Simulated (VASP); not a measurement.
# Y, electron localisation function: which settings are enough?

Y, P6_3/mmc (no. 194), 2 atoms in the cell. PBE, electron localisation function; PAW potentials Y_sv (PBE set). VASP 6.6.1.

Wanted: ELF midway between neighbours within 0.01; largest ELF farther than 0.7 Å from a nucleus within 0.02.

ELF midway between neighbours: taken midway between the nearest atoms of each pair of elements, bonded or not: Y-Y (3.56 Å). Largest ELF farther than 0.7 Å from a nucleus: the largest value farther than 0.7 Å from every nucleus, which can lie in a semicore shell.

POSCAR:
```
Y
1.0
    3.6474000000      0.0000000000      0.0000000000
   -1.8237000000      3.1587410578      0.0000000000
    0.0000000000      0.0000000000      5.7306000000
Y
2
Direct
    0.6666666667      0.3333333333      0.7500000000
    0.3333333333      0.6666666667      0.2500000000
```

The series start from Cutoff ENCUT (eV): 500; k mesh: 6 × 6 × 4; PREC: Accurate; SCF threshold EDIFF (eV): 1e-6; LREAL: no. Each series keeps the choices made before it, and each single choice may use up half of a tolerance.

## Cutoff ENCUT (eV)

| Cutoff ENCUT (eV) | ELF midway between neighbours, largest deviation | Largest ELF farther than 0.7 Å from a nucleus | SCF iterations | Time (s) |
|---|---|---|---|---|
| 250 | 0.006 | 0.804 | 14 | 5.1 |
| 300 | 0.004 | 0.789 | 13 | 4.8 |
| 350 | 0.001 | 0.783 | 14 | 5.4 |
| 400 | 0.000 | 0.784 | 14 | 6.0 |
| 500 | 0.000 | 0.790 | 14 | 7.5 |
| 600 | 0.000 | 0.791 | 14 | 8.1 |
| 750 (reference) | 0.000 | 0.791 | 14 | 12 |

Chosen: 300, the loosest value from which every tighter one stays within half of the tolerance.

## k mesh

| k mesh | ELF midway between neighbours, largest deviation | Largest ELF farther than 0.7 Å from a nucleus | SCF iterations | Time (s) |
|---|---|---|---|---|
| 3 × 3 × 2 | 0.017 | 0.782 | 14 | 3.5 |
| 4 × 4 × 2 | 0.014 | 0.816 | 13 | 3.4 |
| 5 × 5 × 3 | 0.005 | 0.761 | 14 | 3.8 |
| 6 × 6 × 4 | 0.001 | 0.789 | 13 | 4.8 |
| 8 × 8 × 4 | 0.002 | 0.795 | 13 | 5.0 |
| 10 × 10 × 5 | 0.002 | 0.784 | 14 | 6.4 |
| 12 × 12 × 7 (reference) | 0.000 | 0.789 | 14 | 9.4 |

Chosen: 6 × 6 × 4.

## PREC

| PREC | ELF midway between neighbours, largest deviation | Largest ELF farther than 0.7 Å from a nucleus | SCF iterations | Time (s) |
|---|---|---|---|---|
| Normal | 0.000 | 0.789 | 13 | 3.5 |
| Accurate (reference) | 0.000 | 0.789 | 13 | 4.8 |

Chosen: Normal.

## SCF threshold EDIFF (eV)

| SCF threshold EDIFF (eV) | ELF midway between neighbours, largest deviation | Largest ELF farther than 0.7 Å from a nucleus | SCF iterations | Time (s) |
|---|---|---|---|---|
| 0.001 | 0.000 | 0.789 | 9 | 2.8 |
| 0.0001 | 0.000 | 0.789 | 11 | 3.1 |
| 1e-5 | 0.000 | 0.789 | 12 | 3.3 |
| 1e-6 | 0.000 | 0.789 | 13 | 3.5 |
| 1e-7 (reference) | 0.000 | 0.789 | 15 | 4.6 |

Chosen: 0.001.

## LREAL

| LREAL | ELF midway between neighbours, largest deviation | Largest ELF farther than 0.7 Å from a nucleus | SCF iterations | Time (s) |
|---|---|---|---|---|
| no | 0.000 | 0.789 | 9 | 2.8 |
| Auto | 0.000 | 0.790 | 9 | 3.2 |

Chosen: no; no other choice that stays within half of the tolerance saves 30 % of the time.

## All choices together

| Input | ELF midway between neighbours, largest deviation | Largest ELF farther than 0.7 Å from a nucleus | Time (s) |
|---|---|---|---|
| program defaults, k points 0.5 per Å apart (naive) | 0.004 | 0.812 | 1.7 |
| chosen settings | 0.005 | 0.789 | 2.8 |
| reference settings throughout | 0.000 | 0.791 | 33 |

The tolerance is met.

Values of the reference run: ELF midway between neighbours: 0.1979.

## The input

INCAR:
```
  PREC = Normal
  ENCUT = 300
  EDIFF = 0.001
  ISMEAR = 0
  SIGMA = 0.05
  LASPH = True
  LREAL = False
  ALGO = Normal
  NELM = 120
  LWAVE = False
  LCHARG = False
  NBANDS = 18
  GGA = PE
  LMAXMIX = 4
  LELF = True
  NPAR = 1
```

KPOINTS:
```
Automatic mesh
0
Gamma
  6 6 4
  0 0 0
```

Commands:
```
cat potpaw_PBE.64/Y_sv/POTCAR > POTCAR
mpirun -np 2 vasp_std > vasp.out
```

The chosen input took VASP 6.6.1 2.8 s on 2 cores (Intel Xeon 6975P-C (Granite Rapids)), a shared host.
